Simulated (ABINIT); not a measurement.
Wanted: the native input for an ABINIT 10.8.3 (patched build) run.

```
Task                                            : band structure
Functional                                      : SOGGA
Potentials or basis                             : JTH PAW PBE v2.0
Cutoff                                          : 408 eV
k mesh                                          : 8 × 8 × 5
Occupations                                     : fermi-dirac, width 0.05 eV
Spin                                            : no spin polarisation
Fine-grid cutoff                                : 816.342 eV
Exchange and correlation inside the PAW spheres : full angular mesh (pawxcdev 0, this build's default; the released program takes 1)
```

The system is SnSe2.

```
Sn Se
1.0
     3.81100    0.00000    0.00000
    -1.90550    3.30042    0.00000
     0.00000    0.00000    6.13600
Sn Se
1 2
Direct
  0.00000 0.00000 0.00000
  0.66667 0.33333 0.75100
  0.33333 0.66667 0.24900
```

One way to write it, as run:

run.abi

```
ndtset 2

pp_dirpath "./"
pseudos "Sn.GGA_PBE-JTH.xml, Se.GGA_PBE-JTH.xml"

acell 7.2017462609 7.2017462609 11.5953595007
rprim
     1.0000000000     0.0000000000     0.0000000000
    -0.5000000000     0.8660254038     0.0000000000
     0.0000000000     0.0000000000     1.0000000000
ntypat 2
znucl 50 34
natom 3
typat 1 2 2
xred
     0.0000000000     0.0000000000     0.0000000000
     0.6666666667     0.3333333333     0.7510000000
     0.3333333333     0.6666666667     0.2490000000

ecut 15.0
pawecutdg 30.0

ixc -150130

occopt 3
tsmear 0.05 eV

nstep 100

iomode 3
prtwf 0
prteig 0
prtebands 0
prtden1 1
prtvha1 1
prtvclmb1 1
prtpot1 1

kptopt1 1
ngkpt1 8 8 5
nshiftk1 1
shiftk1 0.0 0.0 0.0
nband1 17
tolvrs1 1.0e-9

iscf2 -2
getden2 1
nband2 21
nbdbuf2 2
tolwfr2 1.0e-12
kptopt2 -7
ndivsm2 6
prteig2 1
prtvol2 -3
kptbounds2
     0.0000000000     0.0000000000     0.0000000000
     0.5000000000     0.0000000000     0.0000000000
     0.3333333333     0.3333333333     0.0000000000
     0.0000000000     0.0000000000     0.0000000000
     0.0000000000     0.0000000000     0.5000000000
     0.5000000000     0.0000000000     0.5000000000
     0.3333333333     0.3333333333     0.5000000000
     0.0000000000     0.0000000000     0.5000000000
```

Potentials or basis: JTH PAW PBE v2.0.

Command:

```bash
$ abinit run.abi > log 2>&1
```

Results of the run:

* Largest force: 0.552 eV/Å
* Band gap on the k mesh: 0.74 eV, indirect (least direct gap 1.03 eV)
* Valence electrons inside the program's atomic spheres: Sn 11.92; Se 3.92

Caveat: the PAW data sets were made with another functional, which shifts forces and pressure a little; spin-orbit coupling is left out, which moves the levels of the heavy elements; an odd mesh through Γ misses points on the zone boundary, where band edges often lie.

Run time: 80 s on 1 thread of Intel(R) Xeon(R) Platinum 8488C (Sapphire Rapids) (shared host), peak memory 0.15 GiB.
